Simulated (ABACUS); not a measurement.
# GaAs (F-43m) in ABACUS: a series of runs

One crystal, GaAs, is run at these levels: revTPSS, LDA-PW92; tasks: band structure, equation of state.

Program: ABACUS 3.10.1. These are calculated values, not measurements. Logs are shortened: lines on timing, memory, paths and dates and some standing lists are left out, and cuts for length are marked.

**What was measured.**

From “Evidence of valence band perturbations in GaAsN/GaAs(001): A combined variable-angle spectroscopic ellipsometry and modulated photoreflectance investigation”, 2008, arxiv:0805.2212, for a bulk crystal of GaAs at 300 K: band gap 1.412 ± 0.01 eV (direct).

The runs below are set against these values where they give the same quantity.

## 1. Starting point

It takes space group F-43m (No. 216, cubic). Conventional cell: a = 5.654 Å, b = 5.654 Å, c = 5.654 Å, α = 90.00°, β = 90.00°, γ = 90.00°. As (site symmetry -43m) is surrounded by 4 Ga at 2.45 Å. Ga (site symmetry -43m) has 4 As at 2.45 Å as nearest neighbours.

## 2. Band structure, revTPSS

File INPUT:

```
INPUT_PARAMETERS
suffix              GaAs
calculation         nscf
basis_type          pw
pseudo_dir          ./
symmetry            -1
dft_functional      MGGA_X_REVTPSS+MGGA_C_REVTPSS
ecutwfc             97.0
pseudo_rcut         10
nspin               1
nbands              19
ks_solver           dav
smearing_method     fd
smearing_sigma      0.00367493
scf_thr             1e-08
scf_nmax            100
mixing_type         broyden
mixing_beta         0.7
mixing_tau          1
init_chg            file
pw_diag_thr         1e-07
out_band            1
kpar                4
```

File STRU:

```
ATOMIC_SPECIES
As 74.9216 As_ONCV_PBE-1.2.upf
Ga 69.7230 Ga_ONCV_PBE-1.2.upf

LATTICE_CONSTANT
1.8897261246

LATTICE_VECTORS
0.0000000000 2.8268500000 2.8268500000
2.8268500000 0.0000000000 2.8268500000
2.8268500000 2.8268500000 0.0000000000

ATOMIC_POSITIONS
Direct

As
0.0
1
0.7500000000 0.7500000000 0.7500000000 1 1 1

Ga
0.0
1
0.0000000000 0.0000000000 0.0000000000 1 1 1
```

File KPT:

```
K_POINTS
12
Line
0.00000000 0.00000000 0.00000000 10 // G
0.50000000 0.00000000 0.50000000 10 // X
0.50000000 0.25000000 0.75000000 10 // W
0.37500000 0.37500000 0.75000000 10 // K
0.00000000 0.00000000 0.00000000 10 // G
0.50000000 0.50000000 0.50000000 10 // L
0.62500000 0.25000000 0.62500000 10 // U
0.50000000 0.25000000 0.75000000 10 // W
0.50000000 0.50000000 0.50000000 10 // L
0.37500000 0.37500000 0.75000000 1 // K
0.62500000 0.25000000 0.62500000 10 // U
0.50000000 0.00000000 0.50000000 1 // X
```

Potentials or basis: SG15 ONCV 1.2 PBE, plane waves.

On the command line:

```console
OMP_NUM_THREADS=1 mpirun -np 4 abacus > log
```

running log:

```text
ABACUS v3.10.1

               Atomic-orbital Based Ab-initio Computation at UStc

 ------------------------------------------------------------------------------------

 READING GENERAL INFORMATION
                           global_out_dir = OUT.GaAs/
                           global_in_card = INPUT
                               pseudo_dir = ./
                              orbital_dir =
                                    DSIZE = 4
                                    GSIZE = 1

 READING UNITCELL INFORMATION
                                    ntype = 2
                  lattice constant (Bohr) = 1.88973
              lattice constant (Angstrom) = 1

 READING ATOM TYPE 1
                               atom label = As
                      L=0, number of zeta = 1
                      L=1, number of zeta = 1
                      L=2, number of zeta = 1
             number of atom for this type = 1

 READING ATOM TYPE 2
                               atom label = Ga
                      L=0, number of zeta = 1
                      L=1, number of zeta = 1
                      L=2, number of zeta = 1
             number of atom for this type = 1

                        TOTAL ATOM NUMBER = 2
DIRECT COORDINATES
    atom                   x                   y                   z     mag                  vx                  vy                  vz
taud_As1            0.7500000000        0.7500000000        0.7500000000  0.0000        0.0000000000        0.0000000000        0.0000000000
taud_Ga1            0.0000000000        0.0000000000        0.0000000000  0.0000        0.0000000000        0.0000000000        0.0000000000

                          Volume (Bohr^3) = 304.884
                             Volume (A^3) = 45.1791

 Lattice vectors: (Cartesian coordinate: in unit of a_0)
                   +0            +2.82685            +2.82685
             +2.82685                  +0            +2.82685
             +2.82685            +2.82685                  +0
 Reciprocal vectors: (Cartesian coordinate: in unit of 2 pi/a_0)
            -0.176875           +0.176875           +0.176875
            +0.176875           -0.176875           +0.176875
            +0.176875           +0.176875           -0.176875
 The esolver type has been set to : ksdft_pw

                PAO radial cut off (Bohr) = 10

 Read in pseudopotential file is As_ONCV_PBE-1.2.upf
                     pseudopotential type = NC
          exchange-correlation functional = PBE
                 nonlocal core correction = 0
                        valence electrons = 5
                                     lmax = 2
                           number of zeta = 0
                     number of projectors = 6
                           L of projector = 0
                           L of projector = 0
                           L of projector = 1
                           L of projector = 1
                           L of projector = 2
                           L of projector = 2
 XC functional updated to : MGGA_X_REVTPSS+MGGA_C_REVTPSS
          exchange-correlation functional = MGGA_X_REVTPSS+MGGA_C_REVTPSS
                PAO radial cut off (Bohr) = 10

 Read in pseudopotential file is Ga_ONCV_PBE-1.2.upf
                     pseudopotential type = NC
          exchange-correlation functional = PBE
                 nonlocal core correction = 0
                        valence electrons = 13
                                     lmax = 2
                           number of zeta = 0
                     number of projectors = 6
                           L of projector = 0
                           L of projector = 0
                           L of projector = 1
                           L of projector = 1
                           L of projector = 2
                           L of projector = 2
 XC functional updated to : MGGA_X_REVTPSS+MGGA_C_REVTPSS
          exchange-correlation functional = MGGA_X_REVTPSS+MGGA_C_REVTPSS
     initial pseudo atomic orbital number = 0

 SETUP THE ELECTRONS NUMBER
[... 54 lines left out ...]
 try to read kinetic energy density from file
 Read in the kinetic energy density: OUT.GaAs//GaAs-TAU-DENSITY.restart

 PW ALGORITHM --------------- ION=   1  ELEC=   1--------------------------------

 k(1/102) Iter steps (avg)=12 threshold=1e-07
 k(2/102) Iter steps (avg)=12 threshold=1e-07
 k(3/102) Iter steps (avg)=13 threshold=1e-07
 k(4/102) Iter steps (avg)=12 threshold=1e-07
 k(5/102) Iter steps (avg)=12 threshold=1e-07
 k(6/102) Iter steps (avg)=13 threshold=1e-07
 k(7/102) Iter steps (avg)=14 threshold=1e-07
 k(8/102) Iter steps (avg)=18 threshold=1e-07
 k(9/102) Iter steps (avg)=19 threshold=1e-07
 k(10/102) Iter steps (avg)=15 threshold=1e-07
[... 6 lines left out ...]
 k(17/102) Iter steps (avg)=18 threshold=1e-07
 k(18/102) Iter steps (avg)=21 threshold=1e-07
 k(19/102) Iter steps (avg)=23 threshold=1e-07
 k(20/102) Iter steps (avg)=22 threshold=1e-07
 k(21/102) Iter steps (avg)=20 threshold=1e-07
 k(22/102) Iter steps (avg)=19 threshold=1e-07
 k(23/102) Iter steps (avg)=17 threshold=1e-07
 k(24/102) Iter steps (avg)=17 threshold=1e-07
 k(25/102) Iter steps (avg)=16 threshold=1e-07
 k(26/102) Iter steps (avg)=15 threshold=1e-07
[... levels at 26 k points of this process ...]

 Density error is 0.00000000000
                          Error Threshold = 1.00000000000e-07
----------------------------------------------------------
     Energy           Rydberg                 eV
----------------------------------------------------------
 E_KohnSham     -143.5607377279      -1953.2440421833
 E_KS(sigma->0) -143.5607323561      -1953.2439690959
 E_Harris       -143.5607377279      -1953.2440421833
 E_band         -4.3910323491        -59.7430600504
 E_one_elec     -82.4946976569       -1122.3979429215
 E_Hartree      52.6823392915        716.7799983342
 E_xc           -20.7382532958       -282.1584113899
 E_Ewald        -93.0101153231       -1265.4675400312
 E_entropy(-TS) -0.0000107437        -0.0001461749
 E_descf        0.0000000000         0.0000000000
 E_exx          0.0000000000         0.0000000000
 E_Fermi        0.5543416211         7.5422046858
----------------------------------------------------------

 charge density convergence is achieved
 final etot is -1953.2440422 eV
 EFERMI = 7.5422046858 eV

 STATE ENERGY(eV) AND OCCUPATIONS    NSPIN == 1
 1/26 kpoint (Cartesian) = 0.0000 0.0000 0.0000 (4957 pws)
       1       -7.45062      0.0196078
       2       -7.45062      0.0196078
       3       -7.45062      0.0196078
       4       -7.37086      0.0196078
       5       -7.37086      0.0196078
       6       -5.73675      0.0196078
[... 11 lines left out ...]
      18        18.8413        0.00000
      19        18.8413        0.00000

 2/26 kpoint (Cartesian) = 0.0000 0.017688 0.0000 (4941 pws)
       1       -7.45513      0.0196078
       2       -7.44926      0.0196078
       3       -7.44926      0.0196078
       4       -7.37140      0.0196078
       5       -7.37049      0.0196078
       6       -5.69569      0.0196078
[... 11 lines left out ...]
      18        18.9286        0.00000
      19        19.3174        0.00000

 3/26 kpoint (Cartesian) = 0.0000 0.035375 0.0000 (4933 pws)
       1       -7.46797      0.0196078
       2       -7.44562      0.0196078
       3       -7.44562      0.0196078
       4       -7.37263      0.0196078
       5       -7.36957      0.0196078
       6       -5.57415      0.0196078
[... 11 lines left out ...]
      18        19.1914        0.00000
      19        19.8455        0.00000

 4/26 kpoint (Cartesian) = 0.0000 0.053063 0.0000 (4909 pws)
       1       -7.48582      0.0196078
       2       -7.43975      0.0196078
       3       -7.43975      0.0196078
       4       -7.37529      0.0196078
       5       -7.36793      0.0196078
       6       -5.37657      0.0196078
[... 11 lines left out ...]
      18        19.6310        0.00000
      19        20.3100        0.00000

 5/26 kpoint (Cartesian) = 0.0000 0.070750 0.0000 (4909 pws)
       1       -7.50585      0.0196078
       2       -7.43245      0.0196078
       3       -7.43245      0.0196078
       4       -7.37916      0.0196078
       5       -7.36592      0.0196078
       6       -5.10934      0.0196078
[... 11 lines left out ...]
      18        20.2488        0.00000
      19        20.8430        0.00000

 6/26 kpoint (Cartesian) = 0.0000 0.088438 0.0000 (4953 pws)
       1       -7.52571      0.0196078
       2       -7.42453      0.0196078
       3       -7.42453      0.0196078
       4       -7.38374      0.0196078
       5       -7.36393      0.0196078
       6       -4.78104      0.0196078
[... 11 lines left out ...]
      18        21.0443        0.00000
      19        21.5058        0.00000

[... levels at 20 further k points ...]

 --------------------------------------------
 !FINAL_ETOT_IS -1953.244042183320 eV
 --------------------------------------------

 Output bands in file: OUT.GaAs/BANDS_1.dat
```

Wall time 36 s (4 MPI ranks of Intel Xeon 6975P-C (Granite Rapids), shared host); peak memory 0.56 GiB.

Results:

| Item | Value |
| --- | --- |
| Band gap along the path | 0.59 eV, direct |

Levels at the corners of the path, in eV from the Fermi level:
| point | band 5 | band 6 | band 7 | band 8 | band 9 | band 10 | band 11 | band 12 | band 13 | band 14 |
| --- | --- | --- | --- | --- | --- | --- | --- | --- | --- | --- |
| Γ | -14.91 | -13.27 | -0.32 | -0.32 | -0.32 | 0.27 | 3.46 | 3.46 | 3.46 | 7.14 |
| X | -14.89 | -10.71 | -7.23 | -3.07 | -3.07 | 1.03 | 1.30 | 10.04 | 10.04 | 10.74 |
| W | -14.90 | -10.64 | -7.03 | -3.97 | -3.78 | 4.34 | 4.40 | 5.16 | 5.71 | 10.89 |
| K | -14.90 | -10.74 | -7.03 | -4.30 | -2.64 | 1.58 | 4.33 | 7.73 | 7.88 | 8.39 |
| Γ | -14.91 | -13.27 | -0.32 | -0.32 | -0.32 | 0.27 | 3.46 | 3.46 | 3.46 | 7.14 |
| L | -14.90 | -11.45 | -7.08 | -1.49 | -1.49 | 0.69 | 4.36 | 4.36 | 7.29 | 10.11 |
| U | -14.90 | -10.74 | -7.03 | -4.30 | -2.64 | 1.58 | 4.33 | 7.73 | 7.88 | 8.39 |
| W | -14.90 | -10.64 | -7.03 | -3.97 | -3.78 | 4.34 | 4.40 | 5.16 | 5.71 | 10.89 |
| L | -14.90 | -11.45 | -7.08 | -1.49 | -1.49 | 0.69 | 4.36 | 4.36 | 7.29 | 10.11 |
| K | -14.90 | -10.74 | -7.03 | -4.30 | -2.64 | 1.58 | 4.33 | 7.73 | 7.88 | 8.39 |
| U | -14.90 | -10.74 | -7.03 | -4.30 | -2.64 | 1.58 | 4.33 | 7.73 | 7.88 | 8.39 |
| X | -14.89 | -10.71 | -7.23 | -3.07 | -3.07 | 1.03 | 1.30 | 10.04 | 10.04 | 10.74 |

Caveat: the density is read from an earlier self-consistent run, whose mesh may be coarse; the potentials were made for another functional, which shifts forces and pressure.

## 3. Band structure, LDA-PW92

Edit INPUT of step 2 so:

```diff
@@ -6,7 +6,7 @@
 symmetry            -1
-dft_functional      MGGA_X_REVTPSS+MGGA_C_REVTPSS
-ecutwfc             97.0
+dft_functional      LDA_X+LDA_C_PW
+ecutwfc             40.0
 pseudo_rcut         10
 nspin               1
-nbands              19
+nbands              22
 ks_solver           dav
@@ -18,3 +18,3 @@
 mixing_beta         0.7
-mixing_tau          1
+ecutrho             320.0
 init_chg            file
```

File STRU:

```
ATOMIC_SPECIES
As 74.9216 as_lda_v1.uspp.F.UPF
Ga 69.7230 ga_lda_v1.4.uspp.F.UPF

LATTICE_CONSTANT
7.5546896700

LATTICE_VECTORS
0.0000000000 0.7071067812 0.7071067812
0.7071067812 0.0000000000 0.7071067812
0.7071067812 0.7071067812 0.0000000000

ATOMIC_POSITIONS
Cartesian

As
0.0
1
1.0606601718 1.0606601718 1.0606601718 1 1 1

Ga
0.0
1
0.0000000000 0.0000000000 0.0000000000 1 1 1
```

KPT is that of step 2.

Potentials or basis: GBRV ultrasoft 1.5 LDA, plane waves.

On the command line:

```console
OMP_NUM_THREADS=1 mpirun -np 4 abacus > log
```

It took 4.8 s on 4 MPI ranks of Intel Xeon Platinum 8488C (Sapphire Rapids), shared host; peak memory 0.68 GiB.

Results (log left out):

* Band gap along the path: 0.28 eV, direct

Levels at the corners of the path, in eV from the Fermi level:
| point | band 8 | band 9 | band 10 | band 11 | band 12 | band 13 | band 14 | band 15 | band 16 | band 17 |
| --- | --- | --- | --- | --- | --- | --- | --- | --- | --- | --- |
| Γ | -14.95 | -12.96 | -0.17 | -0.17 | -0.17 | 0.11 | 3.51 | 3.51 | 3.51 | 7.20 |
| X | -14.93 | -10.46 | -7.07 | -2.86 | -2.86 | 1.17 | 1.37 | 9.90 | 9.90 | 10.62 |
| W | -14.94 | -10.40 | -6.88 | -3.73 | -3.55 | 4.36 | 4.46 | 5.13 | 5.78 | 10.78 |
| K | -14.94 | -10.49 | -6.88 | -4.06 | -2.44 | 1.67 | 4.37 | 7.66 | 7.83 | 8.37 |
| Γ | -14.95 | -12.96 | -0.17 | -0.17 | -0.17 | 0.11 | 3.51 | 3.51 | 3.51 | 7.20 |
| L | -14.94 | -11.20 | -6.88 | -1.32 | -1.32 | 0.67 | 4.41 | 4.41 | 7.42 | 10.04 |
| U | -14.94 | -10.49 | -6.88 | -4.06 | -2.44 | 1.67 | 4.37 | 7.66 | 7.83 | 8.37 |
| W | -14.94 | -10.40 | -6.88 | -3.73 | -3.55 | 4.36 | 4.46 | 5.13 | 5.78 | 10.78 |
| L | -14.94 | -11.20 | -6.88 | -1.32 | -1.32 | 0.67 | 4.41 | 4.41 | 7.42 | 10.04 |
| K | -14.94 | -10.49 | -6.88 | -4.06 | -2.44 | 1.67 | 4.37 | 7.66 | 7.83 | 8.37 |
| U | -14.94 | -10.49 | -6.88 | -4.06 | -2.44 | 1.67 | 4.37 | 7.66 | 7.83 | 8.37 |
| X | -14.93 | -10.46 | -7.07 | -2.86 | -2.86 | 1.17 | 1.37 | 9.90 | 9.90 | 10.62 |

Caveat: the density is read from an earlier self-consistent run, whose mesh may be coarse.

## 4. Equation of state, LDA-PW92, 21.23 Å³/atom (volume scaled by 0.94)

File INPUT:

```
INPUT_PARAMETERS
suffix              GaAs
calculation         scf
basis_type          pw
pseudo_dir          ./
latname             fcc
symmetry            1
dft_functional      LDA_X+LDA_C_PW
ecutwfc             40
pseudo_rcut         10
nspin               1
nbands              16
ks_solver           dav
smearing_method     fd
smearing_sigma      0.00367493
scf_thr             1e-08
scf_nmax            100
mixing_type         broyden
mixing_beta         0.7
cal_force           1
cal_stress          1
ecutrho             320
kpar                4
```

File STRU:

```
ATOMIC_SPECIES
As 74.9216 as_lda_v1.uspp.F.UPF
Ga 69.7230 ga_lda_v1.4.uspp.F.UPF

LATTICE_CONSTANT
10.4658437073

ATOMIC_POSITIONS
Direct

As
0.0
1
0.2500000000 0.2500000000 0.2500000000 1 1 1

Ga
0.0
1
0.0000000000 0.0000000000 0.0000000000 1 1 1
```

File KPT:

```
K_POINTS
0
Gamma
6 6 6 0 0 0
```

On the command line:

```console
OMP_NUM_THREADS=1 mpirun -np 4 abacus > log
```

Wall time 15 s (4 MPI ranks of Intel Xeon Platinum 8488C (Sapphire Rapids), shared host); peak memory 0.64 GiB.

Results (log left out):

```
Free energy            : -6188.4657 eV
Pressure               : 3.0 GPa
Band gap on the k mesh : 0.75 eV, direct
```

## 5. Equation of state, LDA-PW92, 22.14 Å³/atom (volume scaled by 0.98)

INPUT is that of step 4.

Edit STRU of step 4 so:

```diff
@@ -5,3 +5,3 @@
 LATTICE_CONSTANT
-10.4658437073
+10.6122381042
```

KPT is that of step 4.

On the command line:

```console
OMP_NUM_THREADS=1 mpirun -np 4 abacus > log
```

Wall time 17 s (4 MPI ranks of Intel Xeon Platinum 8488C (Sapphire Rapids), shared host); peak memory 0.64 GiB.

It converged, with:

| Quantity | Value |
| --- | --- |
| Free energy | -6188.4823 eV |
| Pressure | -0.5 GPa |
| Band gap on the k mesh | 0.43 eV, direct |

## 6. Equation of state, LDA-PW92, 23.04 Å³/atom (volume scaled by 1.02)

INPUT is that of step 5.

Edit STRU of step 5 so:

```diff
@@ -5,3 +5,3 @@
 LATTICE_CONSTANT
-10.6122381042
+10.7547012527
```

KPT is that of step 5.

Potentials or basis: GBRV ultrasoft 1.5 LDA, plane waves.

On the command line:

```console
OMP_NUM_THREADS=1 mpirun -np 4 abacus > log
```

Wall time 16 s (4 MPI ranks of Intel Xeon Platinum 8488C (Sapphire Rapids), shared host); peak memory 0.68 GiB.

The run converged. Its results:

```yaml
Free_energy: -6188.4650 eV
Pressure: -3.1 GPa
Band_gap_on_the_k_mesh: 0.14 eV, direct
```

## 7. Equation of state, LDA-PW92, 23.94 Å³/atom (volume scaled by 1.06)

INPUT is that of step 6.

Edit STRU of step 6 so:

```diff
@@ -5,3 +5,3 @@
 LATTICE_CONSTANT
-10.7547012527
+10.8934868990
```

KPT is that of step 6.

On the command line:

```console
OMP_NUM_THREADS=1 mpirun -np 4 abacus > log
```

It took 16 s on 4 MPI ranks of Intel Xeon Platinum 8488C (Sapphire Rapids), shared host; peak memory 0.68 GiB.

The run converged. Its results:

```
Free energy            : -6188.4221 eV
Pressure               : -5.1 GPa
Band gap on the k mesh : none (metal or under the smearing width)
```

## 8. Equation of state, LDA-PW92

This step only gathers the single runs of the series.

Results:

| Quantity | Value |
| --- | --- |
| Equilibrium volume | 22.09 Å³/atom |
| Bulk modulus | 74 GPa |
| Pressure derivative of the bulk modulus | 5.9 (rough: it moves with the points fitted) |

Energy against volume, from the lowest point:
| volume (Å³/atom) | energy (meV/atom) |
| --- | --- |
| 21.234 | 8.32 |
| 22.138 | 0.00 |
| 23.041 | 8.65 |
| 23.945 | 30.08 |

Zero-point motion and thermal expansion aren't in these numbers.

## 9. Comparison with measurements

Step 2. Against the measured gap of GaAs, 1.412 eV (direct; 300 K; “Evidence of valence band perturbations in GaAsN/GaAs(001): A combined variable-angle spectroscopic ellipsometry and modulated photoreflectance investigation”, 2008, arxiv:0805.2212), the calculated 0.59 eV is off by -0.82 eV. 3 values of this kind are on record (1.412 to 1.51 eV); this one was drawn at random among those near their median, those with a stated uncertainty first. Spin-orbit coupling on As, Ga is left out. The value is that of revTPSS, without temperature or zero-point motion.

Step 3. A measured gap of GaAs is 1.412 eV (direct; 300 K; “Evidence of valence band perturbations in GaAsN/GaAs(001): A combined variable-angle spectroscopic ellipsometry and modulated photoreflectance investigation”, 2008, arxiv:0805.2212); the calculated 0.28 eV misses it by -1.13 eV. So large a miss can be the level of theory's own, or it may mean another phase, state or a wrong row. 3 values of this kind are on record (1.412 to 1.51 eV); this one was drawn at random among those near their median, those with a stated uncertainty first. Spin-orbit coupling on As, Ga is left out. The value is that of LDA-PW92, without temperature or zero-point motion. Semilocal functionals fall short of measured gaps as a rule.
